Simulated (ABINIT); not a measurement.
BaS:

```
CELL_PARAMETERS angstrom
0.00000 3.19375 3.19375
3.19375 0.00000 3.19375
3.19375 3.19375 0.00000
ATOMIC_POSITIONS crystal
Ba 0.00000 0.00000 0.00000
S 0.50000 0.50000 0.50000
```

Program: ABINIT 10.8.3 (patched build). Alike in all runs: cell as given; smearing fermi-dirac 0.05 eV. Hardware: 1 thread of Arm Neoverse V2, with other jobs on the host.

Question: Order these runs on this cell by their wall time, lowest first.
A. task single point; level LDA; potentials or basis JTH PAW LDA v2.0; spin off; k mesh 6 × 6 × 6; cutoff (eV) 544; fine-grid cutoff 1088.46 eV; mesh quality not flagged
B. task band structure; level BLYP; potentials or basis JTH PAW PBE v2.0; spin SOC, no magnetisation; k mesh 7 × 7 × 7; cutoff (eV) 544; fine-grid cutoff 1088.46 eV; mesh quality not flagged
C. task single point; level LDA; potentials or basis JTH PAW LDA v2.0; spin off; k mesh 4 × 4 × 4; cutoff (eV) 544; fine-grid cutoff 1088.46 eV; mesh quality coarse
D. task single point; level r2SCAN; potentials or basis JTH PAW PBE v2.0; spin off; k mesh 3 × 3 × 3; cutoff (eV) 653; fine-grid cutoff 1251.72 eV; mesh quality coarse
E. task band structure; level revPBE; potentials or basis JTH PAW PBE v2.0; spin off; k mesh 7 × 7 × 7; cutoff (eV) 544; fine-grid cutoff 1088.46 eV; mesh quality not flagged

Answer: C (4.6 s), A (9.4 s), D (20 s), E (68 s), B (240 s).

Caveats: some runs use coarse meshes.

Runs at the PBE level aren't shown here.
